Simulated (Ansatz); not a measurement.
α-phase Li3N, treated with r²SCAN0 (plane waves, PAW; Ansatz, a first-principles code).

Numerical settings: plane-wave cutoff 520 eV, 9×9×8 k mesh (along the axes of the cell as run), Fermi–Dirac smearing 0.01 eV, scalar-relativistic PAW data made under PBE.

Cell (measured lattice):

```
CELL_PARAMETERS angstrom
     -1.82600    -3.16273     0.00000
     -1.82600     3.16273     0.00000
      0.00000     0.00000    -3.86600
ATOMIC_POSITIONS crystal
  Li 0.33333 0.66667 0.00000
  Li 0.66667 0.33333 0.00000
  Li 0.00000 0.00000 0.50000
  N  0.00000 0.00000 0.00000
```

Problem. Estimate the band gap that the calculation returns.

Solution. 
band gap: 2.87 eV (on the SCF k mesh)

Measured, for comparison: band gap 2.15 eV (4 K, zero-point motion not removed, indirect, optical absorption, E parallel c; as tabulated in Brendecke and Bludau (1979), doi:10.1063/1.326533). Computed (rounded) less measured: band gap +0.72 eV.

Note: cell and atoms aren't relaxed at this level (pressure -2.5 GPa).

Static lattice: no zero-point or thermal effects.

Cost on a shared machine: very roughly 5 core-minutes.
